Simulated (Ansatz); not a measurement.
# NaH (Fm-3m) in Ansatz: notebook

The runs below take NaH through single point, with PBE.

Everything below comes from runs of Ansatz 0.2.0. Logs are shortened: lines on timing, memory, paths and dates and some standing lists are left out, and cuts for length are marked.

## Step 1: Starting point

The structure is cubic, space group Fm-3m (No. 225). The conventional cell has a = 4.880 Å, b = 4.880 Å, c = 4.880 Å, α = 90.00°, β = 90.00°, γ = 90.00°. Na (site symmetry m-3m) has 6 H at 2.44 Å as nearest neighbours. Around H (site symmetry m-3m) lie 6 Na at 2.44 Å.

## Step 2: Single point, PBE, 13.66 Å³/atom (volume scaled by 0.94)

The input, input.yaml:

```yaml
crystal:
  lattice:
    - [0.0, 2.3901901053, 2.3901901053]
    - [2.3901901053, 0.0, 2.3901901053]
    - [2.3901901053, 2.3901901053, 0.0]
  atoms:
    - { symbol: Na, position: [0.0, 0.0, 0.0] }
    - { symbol: H, position: [0.5, 0.5, 0.5] }
kpoints:
  mp_grid: { grid: [9, 9, 9] }
scf:
  occupations: { method: fermi_dirac, width: 0.05 }
hamiltonian:
  xc: pbe
  pseudopotentials: { kind: all_electron, lapw: { basis_error: 0.0005 } }
output:
  forces: true
  stress: true
  eigenvalues: true
```

Potentials or basis: all-electron LAPW, scalar-relativistic.

Run with:

```console
$ ansatz run input.yaml --threads 1 --pin off --max-ram 3072MiB --backend cpu --events-out ev --progress --plain --runs-dir out
```

The program printed:

```text
Warning: RAYON_NUM_THREADS=1 ignored (pool sized by the plan → 1); use --threads N
LAPW: plane waves up to 6.797 Å⁻¹, error target 5.0e-4 eV per atom; small_component_spin mean_spin; H in spheres of 0.972 Å, 1 of its electrons in bands, Dirac shells []; Na in spheres of 1.418 Å, 9 of its electrons in bands, Dirac shells [] (how accurate: hamiltonian.pseudopotentials.lapw.basis_error, Limitations)
Engine: ansatz 0.2.0, x86_64-unknown-linux-gnu
Pseudopotentials: kind: all_electron
Pseudopotential: Na, LAPW, valence charge 9, lapw/all_electron/scalar/gaussian/Na, Koelling and Harmon's equation, gaussian nucleus
Pseudopotential: H, LAPW, valence charge 1, lapw/all_electron/scalar/gaussian/H, Koelling and Harmon's equation, gaussian nucleus
Functional definition: PBE
  parameter kappa = 0.804
  parameter beta = 0.06672455060314922
  exchange = pbe_x(kappa = kappa, mu = beta*pi^2/3)
  correlation = pbe_c(beta = beta)
Crystal: 2 atoms, lattice volume = 27.310 Å³
Basis set: ecut = 176.00040188948978 eV, 137 PW (Γ), exchange–correlation at level 2
Bands: 9, of which v1, the nominal top of the filled ones, is band 5 counted from 1 (4 counted from 0)
Symmetry: 48 space group operations
Space group: Fm-3m (ITA 225), of the structure as read, at distance tolerance 3.0e-5 Å
k-points: 35 of 729
Non-local potential: Na, projectors of the file, none
Non-local potential: H, projectors of the file, none
Initial density: superposition of atomic densities (chi_scale 0.1, normalization cell, long waves kept (reshape's long-wave potential 0.00 eV rms))
Initial wavefunctions: plane waves of lowest kinetic energy (no species holds an atomic orbital)
Functional: x = pbe(κ = 0.804, μ = 0.2195149727645171), c = pbe(β = 0.06672455060314922)
iter 1 solved again at ethr=7.15e-3 eV; its pass at ethr=1.00e-1 eV (dr2=7.15e-1 eV) is discarded
SCF iter   1: F=—  HF=-4436.766266 eV  |F-HF|=—  |Δ(HF+E_count)|=         —  Δρ=4.29e-2  dr2=7.15e-1  ethr=7.15e-3  ⟨swp⟩=2.0  Hψ=2218  notcnv=0
preconditioner: auto → none  [insulator: Δε(μ)=5.246 eV  Ē_g=26.220 eV  σ=0.050 eV  W_gap=1.00  n_scr=8 (ndim 8)  ℏωp=20.1 eV  f_vac=0.000  D(μ)=0.00/eV (n_scr^D=0)  ε∞_Penn≈1.6]
iter 2 solved again at ethr=6.21e-4 eV; its pass at ethr=7.15e-3 eV (dr2=6.21e-2 eV) is discarded
SCF iter   2: F=—  HF=-4436.353971 eV  |F-HF|=—  |Δ(HF+E_count)|=   4.12e-1  Δρ=1.24e-2  dr2=6.21e-2  ethr=6.21e-4  ⟨swp⟩=2.0  Hψ=1679  notcnv=0
SCF iter   3: F=—  HF=-4436.335046 eV  |F-HF|=—  |Δ(HF+E_count)|=         —  Δρ=1.48e-3  dr2=7.18e-4  ethr=6.21e-4  ⟨swp⟩=2.0  Hψ=946  notcnv=0
the basis was enlarged: its passes take 146.0 KiB over the memory plan, 1 of 1 planned eigensolver slots
SCF iter   4: F=—  HF=-4436.336191 eV  |F-HF|=—  |Δ(HF+E_count)|=   1.15e-3  Δρ=5.18e-4  dr2=8.22e-5  ethr=7.18e-6  ⟨swp⟩=2.6  Hψ=831  notcnv=0
SCF iter   5: F=—  HF=-4436.336400 eV  |F-HF|=—  |Δ(HF+E_count)|=   2.09e-4  Δρ=5.23e-5  dr2=9.96e-7  ethr=8.22e-7  ⟨swp⟩=3.0  Hψ=905  notcnv=0
SCF iter   6: F=-4436.336399 eV  HF=-4436.336399 eV  |F-HF|=1.31e-8  |Δ(HF+E_count)|=   9.82e-7  Δρ=3.80e-6  dr2=4.00e-9  ethr=9.96e-9  ⟨swp⟩=3.0  Hψ=844  notcnv=0
SCF 1 converged in 6 iterations: F = -4436.336399 eV  dr2 = 4.00e-9
SCF converged after 6 iterations
Free energy (F): -4436.336399 eV
Harris-Foulkes:  -4436.336399 eV  (|F-HF|=1.31e-8)
Internal energy: -4436.336399 eV  (E = F + TS)
E sigma→0 (E₀):  -4436.336399 eV
Fermi energy:    2.799828 eV
--- Per-component energies (eV) ---
  E_band       = -227.274395
  E_kinetic    = 4439.040619
  E_xc         = -401.256027
  E_electrostatic = -8474.120991  (all electrons and nuclei)
  E_smearing   = -0.000000  (= −TS)
  E_closure    = 0.000000  (closes the sum)
  E_atoms      = -4431.258615  (free atoms, spherical and without spin; not in F)
  Σ components = -4436.336399   (vs F -4436.336399, Δ=0.00e0)
  Basis errors (estimates in eV, not in F): energy 1.6e-4 per atom: plane waves 1.5e-4 (7.4e-5 summed), levels above the bands 4.4e-91, relativity 1.1e-9, radial functions 1.5e-5, core shells 3.0e-15; eigenvalues (radial functions only) 7.7e-4; not estimated: angular momenta, meshes, grids; target (lapw.basis_error) 5.0e-4; muffin-tin radii H 0.972 Å, Na 1.418 Å
--- Forces (eV/Å), atoms counted from 1 ---
  atom   1  Na     0.00000000    -0.00000000    -0.00000000
  atom   2  H      0.00000000    -0.00000000    -0.00000000
  max |Σ_I F_I| component: 4.60e-31 eV/Å
--- Stress (GPa, compression-positive) ---
        0.813314       0.000000      -0.000000
        0.000000       0.813314       0.000000
       -0.000000       0.000000       0.813314
  P = ⅓ Tr σ = 0.8133 GPa (8.133 kbar)
--- Band table (eV; the first three rows and the last of 35) ---
  k-point 0: bands = ["-49.3864", "-21.2626", "-21.2626", "-21.2626", "-2.9075", "11.5056", "16.6386", "16.6386", "16.6386"]
  k-point 1: bands = ["-49.3855", "-21.2750", "-21.2641", "-21.2641", "-2.6901", "10.7756", "14.2692", "15.9410", "15.9410"]
  k-point 2: bands = ["-49.3832", "-21.3062", "-21.2678", "-21.2678", "-2.0642", "8.7600", "12.7634", "15.1807", "15.1807"]
  k-point 34: bands = ["-49.3763", "-21.3334", "-21.3202", "-21.2970", "0.6977", "6.5246", "7.3158", "9.7659", "17.2649"]
```

Wall time 3 s (1 thread of Intel Xeon Platinum 8259CL at 2.50GHz (Skylake/Cascade Lake), shared host); peak memory 0.26 GiB.

What came out:

```
Free energy            : -4436.3364 eV
Pressure               : 0.8 GPa
Band gap on the k mesh : 4.13 eV, indirect (least direct gap 4.84 eV)
```

Caveat: an odd mesh through Γ misses points on the zone boundary, where band edges often lie.

## Step 3: Single point, PBE, 13.95 Å³/atom (volume scaled by 0.96)

Edit input.yaml of step 2 so:

```diff
@@ -2,5 +2,5 @@
   lattice:
-    - [0.0, 2.3901901053, 2.3901901053]
-    - [2.3901901053, 0.0, 2.3901901053]
-    - [2.3901901053, 2.3901901053, 0.0]
+    - [0.0, 2.4070229845, 2.4070229845]
+    - [2.4070229845, 0.0, 2.4070229845]
+    - [2.4070229845, 2.4070229845, 0.0]
   atoms:
```

Potentials or basis: all-electron LAPW, scalar-relativistic.

Run with:

```console
$ ansatz run input.yaml --threads 1 --pin off --max-ram 3072MiB --backend cpu --events-out ev --progress --plain --runs-dir out
```

Run time: 3 s. Hardware: 1 thread of Intel Xeon Platinum 8259CL at 2.50GHz (Skylake/Cascade Lake), shared host; peak memory 0.26 GiB.

Results (log left out):

| Property | Result |
| --- | --- |
| Free energy | -4436.3384 eV |
| Pressure | 0.3 GPa |
| Band gap on the k mesh | 4.09 eV, indirect (least direct gap 4.80 eV) |

Caveat: an odd mesh through Γ misses points on the zone boundary, where band edges often lie.

## Step 4: Single point, PBE, 14.24 Å³/atom (volume scaled by 0.98)

Edit input.yaml of step 3 so:

```diff
@@ -2,5 +2,5 @@
   lattice:
-    - [0.0, 2.4070229845, 2.4070229845]
-    - [2.4070229845, 0.0, 2.4070229845]
-    - [2.4070229845, 2.4070229845, 0.0]
+    - [0.0, 2.4236236676, 2.4236236676]
+    - [2.4236236676, 0.0, 2.4236236676]
+    - [2.4236236676, 2.4236236676, 0.0]
   atoms:
```

Run with:

```console
$ ansatz run input.yaml --threads 1 --pin off --max-ram 3072MiB --backend cpu --events-out ev --progress --plain --runs-dir out
```

Wall time 3 s (1 thread of Intel Xeon Platinum 8259CL at 2.50GHz (Skylake/Cascade Lake), shared host); peak memory 0.26 GiB.

The run converged. Its results:

```
Free energy            : -4436.3385 eV
Pressure               : -0.2 GPa
Band gap on the k mesh : 4.05 eV, indirect (least direct gap 4.75 eV)
```

Caveat: an odd mesh through Γ misses points on the zone boundary, where band edges often lie.

## Step 5: Single point, PBE, 14.53 Å³/atom

Edit input.yaml of step 4 so:

```diff
@@ -2,5 +2,5 @@
   lattice:
-    - [0.0, 2.4236236676, 2.4236236676]
-    - [2.4236236676, 0.0, 2.4236236676]
-    - [2.4236236676, 2.4236236676, 0.0]
+    - [0.0, 2.44, 2.44]
+    - [2.44, 0.0, 2.44]
+    - [2.44, 2.44, 0.0]
   atoms:
```

Run with:

```console
$ ansatz run input.yaml --threads 1 --pin off --max-ram 3072MiB --backend cpu --events-out ev --progress --plain --runs-dir out
```

Run time: 3.6 s. Hardware: 1 thread of Intel Xeon Platinum 8259CL at 2.50GHz (Skylake/Cascade Lake), shared host; peak memory 0.26 GiB.

It converged, with:

| Quantity | Value |
| --- | --- |
| Free energy | -4436.3370 eV |
| Pressure | -0.6 GPa |
| Band gap on the k mesh | 4.01 eV, indirect (least direct gap 4.70 eV) |

Caveat: an odd mesh through Γ misses points on the zone boundary, where band edges often lie.

## Step 6: Single point, PBE, 14.82 Å³/atom (volume scaled by 1.02)

Edit input.yaml of step 5 so:

```diff
@@ -2,5 +2,5 @@
   lattice:
-    - [0.0, 2.44, 2.44]
-    - [2.44, 0.0, 2.44]
-    - [2.44, 2.44, 0.0]
+    - [0.0, 2.4561594113, 2.4561594113]
+    - [2.4561594113, 0.0, 2.4561594113]
+    - [2.4561594113, 2.4561594113, 0.0]
   atoms:
```

Potentials or basis: all-electron LAPW, scalar-relativistic.

Run with:

```console
$ ansatz run input.yaml --threads 1 --pin off --max-ram 3072MiB --backend cpu --events-out ev --progress --plain --runs-dir out
```

Run time: 3 s. Hardware: 1 thread of Intel Xeon Platinum 8259CL at 2.50GHz (Skylake/Cascade Lake), shared host; peak memory 0.26 GiB.

Results (log left out):

* Free energy: -4436.3339 eV
* Pressure: -1.0 GPa
* Band gap on the k mesh: 3.97 eV, indirect (least direct gap 4.66 eV)

Caveat: an odd mesh through Γ misses points on the zone boundary, where band edges often lie.

## Step 7: Single point, PBE, 15.11 Å³/atom (volume scaled by 1.04)

Edit input.yaml of step 6 so:

```diff
@@ -2,5 +2,5 @@
   lattice:
-    - [0.0, 2.4561594113, 2.4561594113]
-    - [2.4561594113, 0.0, 2.4561594113]
-    - [2.4561594113, 2.4561594113, 0.0]
+    - [0.0, 2.4721089453, 2.4721089453]
+    - [2.4721089453, 0.0, 2.4721089453]
+    - [2.4721089453, 2.4721089453, 0.0]
   atoms:
```

Run with:

```console
$ ansatz run input.yaml --threads 1 --pin off --max-ram 3072MiB --backend cpu --events-out ev --progress --plain --runs-dir out
```

Wall time 3 s (1 thread of Intel Xeon Platinum 8259CL at 2.50GHz (Skylake/Cascade Lake), shared host); peak memory 0.26 GiB.

Results (log left out):

```
Free energy            : -4436.3295 eV
Pressure               : -1.4 GPa
Band gap on the k mesh : 3.94 eV, indirect (least direct gap 4.61 eV)
```

Caveat: an odd mesh through Γ misses points on the zone boundary, where band edges often lie.

## Step 8: Single point, PBE, 15.40 Å³/atom (volume scaled by 1.06)

Edit input.yaml of step 7 so:

```diff
@@ -2,5 +2,5 @@
   lattice:
-    - [0.0, 2.4721089453, 2.4721089453]
-    - [2.4721089453, 0.0, 2.4721089453]
-    - [2.4721089453, 2.4721089453, 0.0]
+    - [0.0, 2.4878552867, 2.4878552867]
+    - [2.4878552867, 0.0, 2.4878552867]
+    - [2.4878552867, 2.4878552867, 0.0]
   atoms:
```

Run with:

```console
$ ansatz run input.yaml --threads 1 --pin off --max-ram 3072MiB --backend cpu --events-out ev --progress --plain --runs-dir out
```

Run time: 2.7 s. Hardware: 1 thread of Intel Xeon Platinum 8259CL at 2.50GHz (Skylake/Cascade Lake), shared host; peak memory 0.26 GiB.

Results (log left out):

* Free energy: -4436.3239 eV
* Pressure: -1.7 GPa
* Band gap on the k mesh: 3.90 eV, indirect (least direct gap 4.57 eV)

Caveat: an odd mesh through Γ misses points on the zone boundary, where band edges often lie.
